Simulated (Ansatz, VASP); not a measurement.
**Two plane-wave programs on Br**

```
Br
1.0
    -1.31201    1.75373    3.64817
     1.31201   -1.75373    3.64817
     1.31201    1.75373   -3.64817
Br
1
Direct
  0.00000 0.00000 0.00000
```

Change from the starting cell: volume scaled by 1.06.

Alike in both runs: task single point; functional PBE; k mesh 13 × 13 × 13; occupations fermi-dirac, width 0.05 eV; no spin polarisation.

|  | VASP | Ansatz |
| --- | --- | --- |
| version | VASP 6.6.1 | Ansatz 0.2.0 |
| potentials or method | VASP PAW PBE potentials, release 64 (Br) | Ansatz PAW |
| plane-wave cutoff (eV) | 520 | 420 |
| valence electrons in the cell | 7 | 7 |

|  | VASP | Ansatz | Ansatz less VASP |
| --- | --- | --- | --- |
| gap on the k mesh at the Fermi level (eV) | none | none | - |
| pressure (GPa) | -0.6 | -0.6 | 0.00 |
| largest component of the traceless stress (GPa) | 2.51 | 2.52 | +0.014 |

A gap of «none» marks a metal or a gap that the smearing closes.

Caveats: an odd number of electrons without spin polarisation forces a metal; a magnetic or distorted state may lie lower.
